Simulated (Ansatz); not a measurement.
# ZrC (WC type): equation of state and elastic constants

An exercise on one series of results from a longer session: the logs are not shown, and one member is left open.

Method: DFT PBE, scalar-relativistic, plane waves, PAW, in Ansatz 0.2.0.

2 further runs of the same task are left out: 2 set aside as unsound or not needed.

## The starting structure

The structure is hexagonal, space group P-6m2 (No. 187). Conventional cell: a = 3.270 Å, b = 3.270 Å, c = 2.940 Å, α = 90.00°, β = 90.00°, γ = 120.00°. Zr (site symmetry -6m2) has 6 C at 2.39 Å as nearest neighbours. C (site symmetry -6m2) is surrounded by 6 Zr at 2.39 Å.

Structure file:

```xyz
2
Lattice="3.2695 0.0000 0.0000 -1.6348 2.8315 0.0000 0.0000 0.0000 2.9397" Properties=species:S:1:pos:R:3 pbc="T T T"
Zr    0.0000    0.0000    0.0000
C     1.6348    0.9438    1.4699
```

An earlier run at PBE left this cell at 13.608 Å³/atom and 0.00 GPa (12×12×12 mesh).

Volume factors to run: 0.980, 1.020, 0.960, 1.040, 1.070, 1.100, 0.945.

The first run:

input.yaml reads:

```yaml
crystal:
  lattice:
    - [3.247588912, 0.0, 0.0]
    - [-1.623794456, 2.8124944988, 0.0]
    - [0.0, 0.0, 2.9200040199]
  atoms:
    - { symbol: Zr, position: [0.0, 0.0, 0.0] }
    - { symbol: C, position: [0.6666666667, 0.3333333333, 0.5] }
basis:
  ecutwfc: 420
  ecutrho_ratio: 4
kpoints:
  mp_grid: { grid: [12, 12, 12] }
hamiltonian:
  xc: pbe
scf:
  occupations: { method: gaussian, width: 0.05 }
output:
  forces: true
  stress: true
  eigenvalues: true
relax:
  f_tol: 0.01
  max_steps: 40
  cell: { stress_tol: 0.1, fix: [volume] }
```

On the command line:

```
ansatz run input.yaml --threads 2 --pin off --max-ram 2662MiB --backend cpu --events-out ev --progress --plain --runs-dir out
```

Among the steps run: Volume × 0.980; Scaling the volume by 1.020; At 0.960 of the relaxed volume; Scaling the volume by 1.040; Volume × 1.070; Volume × 1.100; Volume × 0.945.

One of the session's tables, all rows but one given; the rest of the session is left out.

| volume (Å³/atom) | energy (meV/atom) | pressure (GPa) |
| --- | --- | --- |
| 12.859 | 25.94 | 11.58 |
| 13.063 | ? | ? |
| 13.335 | 3.21 | 3.88 |
| 13.608 | 0.00 | 0.00 |
| 13.880 | 3.04 | -3.50 |
| 14.152 | 11.73 | -6.67 |
| 14.560 | 34.19 | -10.87 |
| 14.968 | 66.62 | -14.53 |

Q: Estimate the row for volume (Å³/atom) = 13.063 from the others.

Worked estimate for «energy (meV/atom)». A straight line through the neighbours (12.859, 25.94) and (13.335, 3.21) gives 25.94 + (3.21 − 25.94) × (13.063 − 12.859) / (13.335 − 12.859) = 16.20; a parabola fitted to 3 rows on both sides gives 13.53.

**Answer.** energy (meV/atom): 13.37; pressure (GPa): 8.15. In «energy (meV/atom)» the line misses by +2.83 and the parabola by +0.16.

volume (Å³/atom), energy (meV/atom) and a bar:
```
    12.86       25.9 ############
    13.06       13.4 ######
    13.34        3.2 #
    13.61        0.0 
    13.88        3.0 #
    14.15       11.7 #####
    14.56       34.2 ###############
    14.97       66.6 ##############################
```
